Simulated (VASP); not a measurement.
# Ca8O7 (a cell with a defect) in VASP: a series of runs

Runs on Ca8O7 (a cell with a defect). Level: PBEsol. Tasks: single point.

Program: VASP 6.6.1. These are calculated values, not measurements. Logs are shortened: lines on timing, memory, paths and dates and some standing lists are left out, and cuts for length are marked.

**1. The structure**

The cell holds a defect, 15 atoms: a = 7.110 Å, b = 7.110 Å, c = 7.110 Å, α = 60.00°, β = 60.00°, γ = 60.00°.

**2. Single point, PBEsol**

The input, INCAR:

```
SYSTEM = Ca8O7
  PREC = Accurate
  ENCUT = 520
  EDIFF = 1E-7
  ISMEAR = -1
  SIGMA = 0.1
  LREAL = Auto
  LASPH = .True.
  NELM = 100
  ALGO = Fast
  ISIF = 2
  LWAVE = .False.
  LCHARG = .False.
  GGA = PS
  NBANDS = 74
```

The input, KPOINTS:

```
regular mesh
0
Gamma
  3 3 3
  0 0 0
```

The input, POSCAR:

```
Ca8O7
1.0
    0.0000000000      5.0276505800      5.0276505800
    5.0276505800      0.0000000000      5.0276505800
    5.0276505800      5.0276505800      0.0000000000
Ca O
8 7
Direct
    0.0085136187     -0.0167506669      0.0098040823
   -0.0273089782     -0.0047376005      0.5274298517
    0.0161305959      0.4946539065      0.0172696966
   -0.0322365283      0.5027813608      0.5315725422
    0.5260724583     -0.0047623636     -0.0259406452
    0.4825343292      0.0281328222      0.4840805782
    0.5309393438      0.5020779507     -0.0301519562
    0.4899682189      0.5014658358      0.4917046164
    0.2538778262      0.2437034914      0.7613832622
    0.2497021183      0.4117794121      0.2510393234
    0.2450137456      0.7585731027      0.7401354650
    0.7600071722      0.2439263589      0.2545764626
    0.7494833700      0.2440882636      0.7508078455
    0.7390928309      0.7583457600      0.2467752045
    0.7494500543      0.7590457887      0.7507580211
```

Potentials or basis: VASP PAW PBE potentials, release 64 (Ca_sv, O).

The run is started by

```sh
cat potpaw_PBE.64/Ca_sv/POTCAR potpaw_PBE.64/O/POTCAR > POTCAR
mpirun -np 1 vasp_std > vasp.out
```

OUTCAR:

```text
SYSTEM = Ca8O7
   PREC = Accurate
   ENCUT = 520
   EDIFF = 1E-7
   ISMEAR = -1
   LREAL = Auto
   LASPH = .True.
   NELM = 100
   ISIF = 2
   GGA = PS

 ion  position               nearest neighbor table
   1  0.009  0.983  0.010-  14 2.49  11 2.49  12 2.54   9 2.54
   2  0.973  0.995  0.527-  15 2.31  13 2.38  11 2.45  12 2.45
   3  0.016  0.495  0.017-  11 2.49  14 2.49   9 2.55  12 2.55
   4  0.968  0.503  0.532-  10 2.10  15 2.40  13 2.41   7 3.11
   5  0.526  0.995  0.974-  15 2.31  13 2.38   9 2.45  14 2.45
   6  0.483  0.028  0.484-   9 2.49  12 2.49  11 2.55  14 2.55
   7  0.531  0.502  0.970-  10 2.10  15 2.40  13 2.41   4 3.11
   8  0.490  0.501  0.492-   9 2.49  12 2.49  11 2.54  14 2.54
   9  0.254  0.244  0.761-   5 2.45   8 2.49   6 2.49   1 2.54   3 2.55
  10  0.250  0.412  0.251-   7 2.10   4 2.10
  11  0.245  0.759  0.740-   2 2.45   3 2.49   1 2.49   8 2.54   6 2.55
  12  0.760  0.244  0.255-   2 2.45   6 2.49   8 2.49   1 2.54   3 2.55
  13  0.749  0.244  0.751-   2 2.38   5 2.38   4 2.41   7 2.41
  14  0.739  0.758  0.247-   5 2.45   1 2.49   3 2.49   8 2.54   6 2.55
  15  0.749  0.759  0.751-   2 2.31   5 2.31   4 2.40   7 2.40

  LATTYP: Found a face centered cubic cell.
 ALAT       =    10.0553011600

  Lattice vectors:

 A1 = (   0.0000000000,   5.0276505800,   5.0276505800)
 A2 = (   5.0276505800,   0.0000000000,   5.0276505800)
 A3 = (   5.0276505800,   5.0276505800,   0.0000000000)

Analysis of symmetry for initial positions (statically):
=====================================================================
 Subroutine PRICEL returns:
 Original cell was already a primitive cell.

 Routine SETGRP: Setting up the symmetry group for a
 face centered cubic supercell.

 Subroutine GETGRP returns: Found  1 space group operations
 (whereof  1 operations were pure point group operations)
 out of a pool of 48 trial point group operations.

The static configuration has the point symmetry C_1 .

Analysis of symmetry for dynamics (positions and initial velocities):
=====================================================================
 Subroutine PRICEL returns:
 Original cell was already a primitive cell.

 Routine SETGRP: Setting up the symmetry group for a
 face centered cubic supercell.

 Subroutine GETGRP returns: Found  1 space group operations
 (whereof  1 operations were pure point group operations)
 out of a pool of 48 trial point group operations.

The dynamic configuration has the point symmetry C_1 .

 Subroutine INISYM returns: Found  1 space group operations
 (whereof  1 operations are pure point group operations),
 and found     1 'primitive' translations

----------------------------------------------------------------------------------------

                                     Primitive cell

  volume of cell :     254.1706

  direct lattice vectors                    reciprocal lattice vectors
     0.000000000  5.027650580  5.027650580    -0.099450030  0.099450030  0.099450030
     5.027650580  0.000000000  5.027650580     0.099450030 -0.099450030  0.099450030
     5.027650580  5.027650580  0.000000000     0.099450030  0.099450030 -0.099450030

  length of vectors
     7.110171637  7.110171637  7.110171637     0.172252504  0.172252504  0.172252504

  position of ions in fractional coordinates (direct lattice)
     0.008513619  0.983249333  0.009804082
     0.972691022  0.995262399  0.527429852
     0.016130596  0.494653906  0.017269697
     0.967763472  0.502781361  0.531572542
     0.526072458  0.995237636  0.974059355
     0.482534329  0.028132822  0.484080578
     0.530939344  0.502077951  0.969848044
     0.489968219  0.501465836  0.491704616
     0.253877826  0.243703491  0.761383262
     0.249702118  0.411779412  0.251039323
     0.245013746  0.758573103  0.740135465
     0.760007172  0.243926359  0.254576463
     0.749483370  0.244088264  0.750807845
     0.739092831  0.758345760  0.246775204
     0.749450054  0.759045789  0.750758021

  ion indices of the primitive-cell ions
   primitive index   ion index
                 1           1
                 2           2
                 3           3
                 4           4
                 5           5
                 6           6
                 7           7
                 8           8
                 9           9
                10          10
                11          11
                12          12
                13          13
                14          14
                15          15

----------------------------------------------------------------------------------------

 KPOINTS: regular mesh

Automatic generation of k-mesh.
 Grid dimensions read from file:
 generate k-points for:    3    3    3

 Generating k-lattice:

  Cartesian coordinates                     Fractional coordinates (reciprocal lattice)
    -0.033150010  0.033150010  0.033150010     0.333333333  0.000000000  0.000000000
[... 71 lines left out ...]
  Thomas-Fermi vector in A             =   2.414147
   LORBIT       =      0    0 simple, 1 ext, 2 COOP (PROOUT), +10 PAW based schemes
   GGA     = PS    functional components
   LHFCALC =     F    Hartree Fock is set to
   AEXX    =    0.0000 exact exchange contribution
   IVDW    =     0    specifies the selected vdW correction
   LEPSILON=     F    determine dielectric tensor
   LRPA    =     F    only Hartree local field effects (RPA)
 non-spin polarized calculation
 RMM-DIIS sequential band-by-band and
  energy-cutoff  :      520.00
  volume of cell :      254.17
 maximum number of plane-waves:      6863
 NGX is ok and might be reduce to    54

 number of electron     122.0000001 magnetization

 Free energy of the ion-electron system (eV)
  ---------------------------------------------------
  ext. energy  EPLUGINS =         0.00000000
  ---------------------------------------------------
  free energy    TOTEN  =       -92.77550974 eV

  energy without entropy =      -92.76148093  energy(sigma->0) =      -92.76849533

 E-fermi :   4.6474     XC(G=0):  -9.8960

 val. band max:        4.2415280763   @ k =   0.3333  -0.3333  -0.3333
 cond. band min:       4.9110592219   @ k =   0.0000   0.0000   0.0000
 fundamental gap:      0.6695311456
 Fermi energy:         4.6474301803

 k-point     1 :       0.0000    0.0000    0.0000
  band No.  band energies     occupation
      1     -36.8267      2.00000
      2     -36.8187      2.00000
      3     -36.7393      2.00000
      4     -36.7365      2.00000
      5     -36.5246      2.00000
      6     -36.4895      2.00000
[... 65 lines left out ...]
     72       7.2478      0.00000
     73       7.6679      0.00000

 k-point     2 :       0.3333    0.0000    0.0000
  band No.  band energies     occupation
      1     -36.8237      2.00000
      2     -36.8194      2.00000
      3     -36.7395      2.00000
      4     -36.7373      2.00000
      5     -36.5242      2.00000
      6     -36.4910      2.00000
[... 65 lines left out ...]
     72       7.2258      0.00000
     73       7.5568      0.00000

 k-point     3 :       0.0000    0.3333    0.0000
  band No.  band energies     occupation
      1     -36.8236      2.00000
      2     -36.8194      2.00000
      3     -36.7395      2.00000
      4     -36.7375      2.00000
      5     -36.5254      2.00000
      6     -36.4894      2.00000
[... 825 lines left out ...]
     72       7.3885      0.00000
     73       7.5044      0.00000

 k-point    14 :       0.3333   -0.3333   -0.3333
  band No.  band energies     occupation
      1     -36.8216      2.00000
      2     -36.8195      2.00000
      3     -36.7404      2.00000
      4     -36.7379      2.00000
      5     -36.5245      2.00000
      6     -36.4908      2.00000
[... 65 lines left out ...]
     72       7.3139      0.00000
     73       7.3779      0.00000
 [bands above 73 left out]

------------------------ aborting loop because EDIFF is reached ----------------------------------------

  FORCE on cell =-STRESS in cart. coord.  units (eV):
  Direction    XX          YY          ZZ          XY          YZ          ZX
  --------------------------------------------------------------------------------------
  -------------------------------------------------------------------------------------
  Total       -8.9091923    -14.2066162     -8.9012645     -0.0061740      0.0045461     -3.4882604
  in kB      -56.1595554    -89.5521409    -56.1095819     -0.0389183      0.0286563    -21.9884300
  external PRESSURE =     -67.2737594 kB  Pullay stress =       0.0000000 kB

 VOLUME and BASIS-vectors are now :
 -----------------------------------------------------------------------------
  energy-cutoff  :      520.00
  volume of cell :      254.17
      direct lattice vectors                 reciprocal lattice vectors
     0.000000000  5.027650580  5.027650580    -0.099450030  0.099450030  0.099450030
     5.027650580  0.000000000  5.027650580     0.099450030 -0.099450030  0.099450030
     5.027650580  5.027650580  0.000000000     0.099450030  0.099450030 -0.099450030

 POSITION                                       TOTAL-FORCE (eV/Angst)
 -----------------------------------------------------------------------------------
      4.99273      0.09210      4.98624         0.129085     -0.178257      0.132275
      7.65556      7.54208      9.89418        -0.036681     -0.000396      0.047481
      2.57377      0.16792      2.56805         0.084914      0.047305      0.086706
      5.20037      7.53814      7.39339         0.095614      0.000217      0.199717
      9.90094      7.54214      7.64862         0.047167     -0.000326     -0.035439
      2.57523      4.85980      2.56746         0.087670     -0.047869      0.085397
      7.40033      7.54543      5.19365         0.198823     -0.004371      0.095774
      4.99331      4.93551      4.98458         0.130919      0.180677      0.130235
      5.05322      5.10438      2.50167         0.077358     -0.018627      0.111627
      3.33242      2.51755      3.32570        -1.320001     -0.000848     -1.320375
      7.53498      4.95299      5.04568         0.112078      0.021211      0.076847
      2.50630      5.10097      5.04743         0.114350     -0.017456      0.075347
      5.00199      7.54294      4.99533         0.122782     -0.000746      0.123349
      5.05340      4.95660      7.52860         0.075176      0.017776      0.113132
      7.59077      7.54252      7.58419         0.080746      0.001709      0.077926
 -----------------------------------------------------------------------------------
    total drift:                               -0.001069      0.000236      0.001441

  FREE ENERGIE OF THE ION-ELECTRON SYSTEM (eV)
  ---------------------------------------------------
  free  energy   TOTEN  =       -92.7755097403 eV

  energy  without entropy=      -92.7614809278  energy(sigma->0) =      -92.76849533
```

Wall time 13 min (1 thread of Intel Xeon 6975P-C (Granite Rapids), shared host); peak memory 0.48 GiB.

Results:

```yaml
Free_energy: -92.7755 eV
Pressure: -6.7 GPa
Largest_force: 1.867 eV/Å
Band_gap_on_the_k_mesh: 0.67 eV, indirect (least direct gap 0.99 eV)
```

Forces on the atoms (eV/Å):
```
Ca   0.129 -0.178  0.132
Ca  -0.037  0.000  0.047
Ca   0.085  0.047  0.087
Ca   0.096  0.000  0.200
Ca   0.047  0.000 -0.035
Ca   0.088 -0.048  0.085
Ca   0.199 -0.004  0.096
Ca   0.131  0.181  0.130
O    0.077 -0.019  0.112
O   -1.320 -0.001 -1.320
O    0.112  0.021  0.077
O    0.114 -0.017  0.075
O    0.123 -0.001  0.123
O    0.075  0.018  0.113
O    0.081  0.002  0.078
```

Stress tensor (GPa, compression positive):
```
-5.62  0.00 -2.20
 0.00 -8.96  0.00
-2.20  0.00 -5.61
```

Levels at points of the mesh, in eV from the valence-band top:
```
           k point  band 58  band 59  band 60  band 61  band 62  band 63  band 64  band 65
(0.00, 0.00, 0.00)    -3.12    -3.10    -3.02    -1.05     0.67     0.76     0.99     1.74
```

Caveat: the PAW data sets were made with another functional, which shifts forces and pressure a little.

**3. Single point, PBEsol**

The input, INCAR:

```
SYSTEM = Ca8O7
PREC = Accurate ; ENCUT = 520
EDIFF = 1E-6 ; ISMEAR = -1
SIGMA = 0.1 ; LREAL = Auto
LASPH = .TRUE. ; NELM = 100
ALGO = Fast ; ISIF = 2
LWAVE = .FALSE. ; LCHARG = .FALSE.
GGA = PS ; NBANDS = 74
```

The input, KPOINTS:

```
regular mesh
0
G
  3 3 3
  0 0 0
```

The input, POSCAR:

```
Ca8O7
1.0
    0.0000000000      5.0276505800      5.0276505800
    5.0276505800      0.0000000000      5.0276505800
    5.0276505800      5.0276505800      0.0000000000
Ca O
8 7
Direct
   -0.0004368840     -0.0013868307      0.0008338885
   -0.0225585486     -0.0042651134      0.5226511784
    0.0131953283      0.4923722245      0.0143688387
   -0.0164257636      0.5000257993      0.5159529205
    0.5212834421     -0.0043203082     -0.0210979260
    0.4855493557      0.0198562924      0.4870671621
    0.5151404138      0.4995088581     -0.0145312406
    0.4990221496      0.4988835163      0.5007368670
    0.2528326064      0.2460690098      0.7589415651
    0.2495352412      0.3280253816      0.2508350531
    0.2460747779      0.7575160484      0.7424913368
    0.7575498614      0.2462438430      0.2536598317
    0.7494320538      0.2472642997      0.7507730380
    0.7414790349      0.7573017336      0.2477257479
    0.7494368274      0.7568365063      0.7507326613
```

Potentials or basis: VASP PAW PBE potentials, release 64 (Ca_sv, O).

The run is started by

```sh
cat potpaw_PBE.64/Ca_sv/POTCAR potpaw_PBE.64/O/POTCAR > POTCAR
mpirun -np 1 vasp_std > vasp.out
```

It took 9.8 min on 1 thread of Intel Xeon 6975P-C (Granite Rapids), shared host; peak memory 0.47 GiB.

It converged, with:

```yaml
Free_energy: -93.8525 eV
Pressure: -8.3 GPa
Largest_force: 1.146 eV/Å
Band_gap_on_the_k_mesh: 0.78 eV, indirect (least direct gap 1.38 eV)
```

Forces in eV/Å, atoms in the order of the input:
```
Ca   0.096 -0.136  0.098
Ca  -0.041  0.001  0.120
Ca   0.019 -0.097  0.020
Ca  -0.046  0.004  0.192
Ca   0.120 -0.001 -0.039
Ca   0.021  0.099  0.019
Ca   0.191 -0.003 -0.046
Ca   0.097  0.139  0.096
O    0.037 -0.051  0.081
O   -0.810 -0.004 -0.810
O    0.083  0.051  0.039
O    0.083 -0.048  0.037
O    0.089 -0.002  0.091
O    0.038  0.048  0.081
O    0.024  0.000  0.021
```

Stress tensor (GPa, compression positive):
```
-7.92  0.00 -0.64
 0.00 -9.18  0.00
-0.64  0.00 -7.92
```

Levels at points of the mesh, in eV from the valence-band top:
| k point | band 58 | band 59 | band 60 | band 61 | band 62 | band 63 | band 64 | band 65 |
| --- | --- | --- | --- | --- | --- | --- | --- | --- |
| (0.00, 0.00, 0.00) | -3.00 | -2.95 | -2.92 | -0.92 | 0.78 | 0.85 | 0.89 | 1.99 |

Caveat: the PAW data sets were made with another functional, which shifts forces and pressure a little.

**4. Single point, PBEsol**

The input, INCAR:

```
SYSTEM = Ca8O7
PREC = Accurate
ENCUT = 520
EDIFF = 1E-6
ISMEAR = -1
SIGMA = 0.1
LREAL = Auto
LASPH = .True.
NELM = 100
ALGO = Fast
ISIF = 2
LWAVE = .False.
LCHARG = .True.
GGA = PS
LELF = .True.
LVHAR = .True.
NBANDS = 74
```

The input, KPOINTS:

```
regular mesh
0
Gamma
  3 3 3
  0 0 0
```

The input, POSCAR:

```
Ca8O7
1.0
    0.0000000000      5.0276505800      5.0276505800
    5.0276505800      0.0000000000      5.0276505800
    5.0276505800      5.0276505800      0.0000000000
Ca O
8 7
Direct
   -0.0066782684      0.0063725590     -0.0047147270
   -0.0061756480      0.0059691897      0.5067820366
   -0.0004253478      0.5003168896      0.0007581076
   -0.0063722607      0.4947154661      0.5058053378
    0.5053877471      0.0057931631     -0.0057999257
    0.4994255189      0.0005169413      0.5008538203
    0.5049449956      0.4943752475     -0.0045552092
    0.5049177463      0.4949158579      0.5065912914
    0.2501532237      0.2500199606      0.7510506030
    0.2488703183      0.2514106698      0.2512115709
    0.2492638420      0.7505011416      0.7501745477
    0.7497606367      0.2504586347      0.2500272205
    0.7493413554      0.2505726044      0.7509788996
    0.7496707339      0.7501681829      0.2510445943
    0.7488947253      0.7514324912      0.7508294262
```

The run is started by

```sh
cat potpaw_PBE.64/Ca_sv/POTCAR potpaw_PBE.64/O/POTCAR > POTCAR
mpirun -np 1 vasp_std > vasp.out
```

Wall time 9.9 min (1 thread of Intel Xeon 6975P-C (Granite Rapids), shared host); peak memory 0.48 GiB.

Results (log left out):

| Property | Result |
| --- | --- |
| Free energy | -94.2368 eV |
| Pressure | -9.5 GPa |
| Largest force | 0.015 eV/Å |
| Band gap on the k mesh | 0.80 eV, indirect (least direct gap 1.42 eV) |

Forces on the atoms (eV/Å):
```
Ca  -0.001  0.010  0.002
Ca  -0.014 -0.003  0.001
Ca  -0.001 -0.003 -0.002
Ca   0.009  0.007  0.011
Ca   0.013  0.005 -0.006
Ca  -0.004 -0.003 -0.002
Ca   0.005 -0.002  0.005
Ca   0.000 -0.007  0.001
O    0.001 -0.010 -0.002
O   -0.003  0.000 -0.002
O    0.003  0.008  0.002
O    0.006  0.001 -0.005
O   -0.007 -0.003  0.000
O   -0.004 -0.003  0.001
O   -0.001  0.004 -0.002
```

Levels at points of the mesh, in eV from the valence-band top:
| k point | band 57 | band 58 | band 59 | band 60 | band 61 | band 62 | band 63 | band 64 | band 65 | band 66 |
| --- | --- | --- | --- | --- | --- | --- | --- | --- | --- | --- |
| (0.00, 0.00, 0.00) | -3.11 | -2.84 | -2.84 | -2.84 | -0.88 | 0.80 | 0.80 | 0.80 | 2.07 | 2.73 |

Caveat: the PAW data sets were made with another functional, which shifts forces and pressure a little. Expect the measured gap to be larger: semilocal functionals such as PBEsol lack the derivative discontinuity.
